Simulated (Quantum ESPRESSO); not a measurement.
A run of Quantum ESPRESSO 7.5:

File pw.in:

```
&CONTROL
  calculation = 'scf'
  prefix = 'pwscf'
  outdir = './tmp'
  pseudo_dir = './pseudo'
  tprnfor = .true.
  tstress = .true.
  disk_io = 'low'
/
&SYSTEM
  ibrav = 0
  nat = 2
  ntyp = 2
  ecutwfc = 45
  ecutrho = 360
  nbnd = 14
  occupations = 'smearing'
  smearing = 'fd'
  degauss = 0.00367493
/
&ELECTRONS
  conv_thr = 4d-10
  electron_maxstep = 120
  mixing_beta = 0.5
/
ATOMIC_SPECIES
K     39.0983 k_pbesol_v1.4.uspp.F.UPF
Cl    35.4500 cl_pbesol_v1.4.uspp.F.UPF
CELL_PARAMETERS angstrom
   0.0000000000    3.1464700000    3.1464700000
   3.1464700000    0.0000000000    3.1464700000
   3.1464700000    3.1464700000    0.0000000000
ATOMIC_POSITIONS crystal
K      0.0000000000    0.0000000000    0.0000000000
Cl     0.5000000000    0.5000000000    0.5000000000
K_POINTS automatic
4 4 4 1 1 1
```

Contents of relax.in:

```
&CONTROL
  calculation = 'vc-relax'
  prefix = 'pwscf'
  outdir = './tmp'
  pseudo_dir = './pseudo'
  tprnfor = .true.
  tstress = .true.
  disk_io = 'low'
  nstep = 40
  forc_conv_thr = 0.0001
  etot_conv_thr = 1d-06
/
&SYSTEM
  ibrav = 0
  nat = 2
  ntyp = 2
  ecutwfc = 45
  ecutrho = 360
  nbnd = 14
  occupations = 'smearing'
  smearing = 'fd'
  degauss = 0.00367493
/
&ELECTRONS
  conv_thr = 4d-10
  electron_maxstep = 120
  mixing_beta = 0.5
/
&IONS
  ion_dynamics = 'bfgs'
/
&CELL
  cell_dynamics = 'bfgs'
  press = 0
  press_conv_thr = 0.2
/
ATOMIC_SPECIES
K     39.0983 k_pbesol_v1.4.uspp.F.UPF
Cl    35.4500 cl_pbesol_v1.4.uspp.F.UPF
CELL_PARAMETERS angstrom
   0.0000000000    3.1464700000    3.1464700000
   3.1464700000    0.0000000000    3.1464700000
   3.1464700000    3.1464700000    0.0000000000
ATOMIC_POSITIONS crystal
K      0.0000000000    0.0000000000    0.0000000000
Cl     0.5000000000    0.5000000000    0.5000000000
K_POINTS automatic
4 4 4 1 1 1
```

Contents of scf2.in:

```
&CONTROL
  calculation = 'scf'
  prefix = 'pwscf'
  outdir = './tmp'
  pseudo_dir = './pseudo'
  tprnfor = .true.
  tstress = .true.
  disk_io = 'low'
/
&SYSTEM
  ibrav = 0
  nat = 2
  ntyp = 2
  ecutwfc = 45
  ecutrho = 360
  nbnd = 14
  occupations = 'fixed'
/
&ELECTRONS
  conv_thr = 1d-13
  electron_maxstep = 120
  mixing_beta = 0.5
  startingpot = 'file'
  startingwfc = 'file'
/
ATOMIC_SPECIES
K     39.0983 k_pbesol_v1.4.uspp.F.UPF
Cl    35.4500 cl_pbesol_v1.4.uspp.F.UPF
CELL_PARAMETERS angstrom
   0.0000000000    3.1140881820    3.1140881820
   3.1140881820    0.0000000000    3.1140881820
   3.1140881820    3.1140881820    0.0000000000
ATOMIC_POSITIONS crystal
K      0.0000000000    0.0000000000    0.0000000000
Cl     0.5000000000    0.5000000000    0.5000000000
K_POINTS automatic
4 4 4 1 1 1
```

ph.in

```
phonons of KCl
&INPUTPH
  prefix = 'pwscf'
  outdir = './tmp'
  tr2_ph = 1d-16
  fildyn = 'dyn'
  niter_ph = 60
  alpha_mix(1) = 0.7
  epsil = .true.
/
0.0000000000 0.0000000000 0.0000000000
```

File dynmat.in:

```
&INPUT
  fildyn = 'dyn'
  asr = 'crystal'
  lperm = .true.
  filout = 'dynmat.disp'
  fileig = 'dynmat.eig'
/
```

dynmat_lo.in

```
&INPUT
  fildyn = 'dyn'
  asr = 'crystal'
  filout = 'dynmat_lo.disp'
  fileig = 'dynmat_lo.eig'
  q(1) = 0
  q(2) = 0
  q(3) = 1
/
```

Potentials or basis: GBRV 1.5 PBEsol.

Command:

```bash
$ OMP_NUM_THREADS=1 pw.x -in pw.in > pw.out
$ OMP_NUM_THREADS=1 pw.x -in relax.in > relax.out
$ OMP_NUM_THREADS=1 pw.x -in scf2.in > scf2.out
$ OMP_NUM_THREADS=1 ph.x -in ph.in > ph.out
$ OMP_NUM_THREADS=1 dynmat.x -in dynmat.in > dynmat.out
$ OMP_NUM_THREADS=1 dynmat.x -in dynmat_lo.in > dynmat_lo.out
```

Hardware: 1 thread of Arm Neoverse V1 (shared host).

Task: Estimate the wall time of this run.

Result: Run time: 4.5 min on 1 thread of Arm Neoverse V1, with other jobs on the host, peak memory 0.21 GiB. Counts: scf iterations 71, k pools 1, bands 14, ion steps 7, k points 10, g dense 48455.
